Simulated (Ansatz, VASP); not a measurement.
TiC in VASP and in Ansatz

```
CELL_PARAMETERS angstrom
0.00000 1.74552 1.74552
1.74552 0.00000 1.74552
1.74552 1.74552 0.00000
ATOMIC_POSITIONS crystal
Ti 0.00000 0.00000 0.00000
C 0.50000 0.50000 0.50000
```

Change from the starting cell: volume scaled by 0.55, LAPW.

Alike in both runs: task single point; functional LDA; k mesh 17 × 17 × 17; occupations fermi-dirac, width 0.08 eV; no spin polarisation.

|  | VASP | Ansatz |
| --- | --- | --- |
| version | VASP 6.6.1 | Ansatz 0.2.0 |
| potentials or method | VASP PAW LDA potentials, release 64 (Ti_sv, C), cutoff 520 eV | all-electron LAPW, scalar-relativistic |

|  | VASP | Ansatz | Ansatz less VASP |
| --- | --- | --- | --- |
| pressure (GPa) | 522.9 | 530.0 | +7.05 |

Ansatz ran all-electron here, so the differences hold the error of VASP's frozen core and of both bases.

Caveats: the cell as given lies far from equilibrium; so large a pressure means that the cell lies far from this level's equilibrium, or that cutoff or potentials fall short (VASP).
